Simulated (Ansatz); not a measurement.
# NaH: computed DOS

```yaml
crystal:
  lattice:
    - [0.00000, 2.44000, 2.44000]
    - [2.44000, 0.00000, 2.44000]
    - [2.44000, 2.44000, 0.00000]
  atoms:
    - { symbol: Na, position: [0.00000, 0.00000, 0.00000] }
    - { symbol: H, position: [0.50000, 0.50000, 0.50000] }
```

The cell is COD entry 9008680, as deposited and not checked against the literature; nothing was relaxed.

Theory: Ansatz 0.2.0, DFT, PBEsol, all-electron LAPW, scalar-relativistic.

The runs use a Γ-centred 9×9×9 k mesh, Fermi–Dirac smearing of 0.03 eV, basis error target 1 meV/atom, no spin polarisation.

Task: Which of the resolved shells contributes most in the top eV of the valence band?

Result: H 1s, with 90 % of all states there; Na 3s follows with 8 %.

Task: Tabulate the density of states.

Result: States per eV and cell, averaged over 0.6 eV, from -4.0 to 6.6 eV, with energies (bin centres) from the valence-band top; empty bins are left out. The partial columns, the largest 2 alone, are projections on Löwdin-orthogonalised atomic shells (those that the program's projection atoms carry: the occupied ones and, for some elements, an empty d or f shell; other empty shells have no column), summed over atoms of an element. Weights on diffuse s and p shells depend on that basis and aren't pure angular character.
| E (eV) | total | H 1s | Na 3s |
| --- | --- | --- | --- |
| -3.8 | 0.01 | 0.00 | 0.01 |
| -3.2 | 0.16 | 0.06 | 0.09 |
| -2.6 | 0.27 | 0.13 | 0.14 |
| -2.0 | 0.39 | 0.23 | 0.15 |
| -1.4 | 0.61 | 0.44 | 0.15 |
| -0.8 | 1.08 | 0.94 | 0.12 |
| -0.2 | 0.82 | 0.76 | 0.04 |
| 4.0 | 0.27 | 0.01 | 0.24 |
| 4.6 | 0.87 | 0.05 | 0.53 |
| 5.2 | 1.15 | 0.12 | 0.66 |
| 5.8 | 0.40 | 0.09 | 0.20 |
| 6.4 | 0.72 | 0.08 | 0.17 |
